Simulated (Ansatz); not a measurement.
Base system: AlSb in the zinc blende structure (space group F-43m, No. 216; a = 6.1570 Å).

Structures relaxed with PBEsol, PAW, 420 eV (Ansatz, a first-principles code; no spin-orbit coupling).

Base:

Simulated powder pattern, Co Kα, λ = 1.79026 Å (kinematic, ideal powder, no thermal factors, no anomalous dispersion; the 10 strongest lines at most, above 2 %, up to 2θ = 90°):

```tsv
2θ (°)	I/Imax (%)	hkl
29.17	100	(111)
33.81	29	(200)
48.56	53	(220)
57.66	45	(311)
60.48	7.6	(222)
71.12	8.7	(400)
78.65	19	(331)
81.11	10	(420)
```

It is then changed as follows: hydrostatic tension (pressure −1 GPa).

Task: How do the reflections move or split?

Result: 
Simulated powder pattern, Co Kα, λ = 1.79026 Å (kinematic, ideal powder, no thermal factors, no anomalous dispersion; the 10 strongest lines at most, above 2 %, up to 2θ = 90°):

```
2θ (°)  I/Imax (%)    hkl
------  ----------  -----
28.97          100  (111)
33.58           29  (200)
48.22           54  (220)
57.24           45  (311)
60.04          7.6  (222)
70.58          8.8  (400)
78.03           19  (331)
80.47           10  (420)
```

The indices refer to the base's conventional cell; one index is shown for lines that coincide.

Load acts through the strain it causes; cell and atoms are relaxed under it. Whether these cells are dynamically stable was not tested.
